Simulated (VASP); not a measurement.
Crystal: CeO2.

```
CELL_PARAMETERS angstrom
0.00000 2.70365 2.70365
2.70365 0.00000 2.70365
2.70365 2.70365 0.00000
ATOMIC_POSITIONS crystal
Ce 0.00000 0.00000 0.00000
O 0.75000 0.75000 0.75000
O 0.25000 0.25000 0.25000
```

Program: VASP 6.6.1. Alike in all runs: task band structure; potentials or basis VASP PAW PBE potentials, release 64 (Ce, O); spin collinear, ferromagnetic start; cell as given; k mesh 6 × 6 × 6; cutoff (eV) 520; smearing gaussian 0.02 eV.

Task: Order these runs on this cell by their band gap on the k mesh, lowest first.
A. level HSE03
B. level PBE0; exchange at q = 0 truncated
C. level HSE06; screening parameter 0.2 1/A

Result: A (3.43 eV), C (3.71 eV), B (4.46 eV).

Caveats: the magnetic or orbital state may not be the lowest; spin-orbit coupling is left out, which moves the levels of the heavy elements; the mesh misses the band edges, which the band path finds closer together.
